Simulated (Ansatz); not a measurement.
Crystal: Te.

```
Te
1.0
     4.44693    0.00000    0.00000
    -2.22347    3.85115    0.00000
     0.00000    0.00000    5.91492
Te
3
Direct
  0.73100 0.73100 0.50000
  0.00000 0.26900 0.83333
  0.26900 0.00000 0.16667
```

| Property | Result |
| --- | --- |
| Program | Ansatz 0.2.0 |
| Task | single point |
| Functional | PBE |
| Potentials or basis | Ansatz PAW |
| Cutoff | 420 eV (not typed: the program's choice for these potentials) |
| k mesh | 7 × 7 × 5 |
| Occupations | fermi-dirac, width 0.05 eV |
| Spin | no spin polarisation |

On this cell: pressure 1.7 GPa; largest force 0.173 eV/Å; band gap on the k mesh 0.63 eV, indirect (least direct gap 0.80 eV).

The same run follows on a disturbed copy (atoms moved at random, drawn with an rms of 0.05 Å):

```
Te
1.0
     4.44693    0.00000    0.00000
    -2.22347    3.85115    0.00000
     0.00000    0.00000    5.91492
Te
3
Direct
  0.73151 0.72765 0.50309
  0.98345 0.24604 0.83309
  0.26909 0.00057 0.17046
```

Q: What does the disturbed cell give?

A: The energy moves by +8.4 meV/atom; pressure 2.3 GPa; largest force 0.494 eV/Å; band gap on the k mesh 0.62 eV, indirect (least direct gap 0.70 eV).

Forces in eV/Å, atoms in the order of the input:
```
Te  -0.150 -0.331 -0.136
Te  -0.035  0.451  0.198
Te   0.186 -0.120 -0.062
```

Stress tensor (GPa, compression positive):
```
 1.62 -0.03 -0.03
-0.03  2.43  0.69
-0.03  0.69  2.75
```

Caveats: odd divisions of the mesh miss points on the zone boundary, where band edges often lie, so the gap on the mesh can be too wide; spin-orbit coupling is left out, which moves the levels of the heavy elements.

A k mesh can miss the band edges.
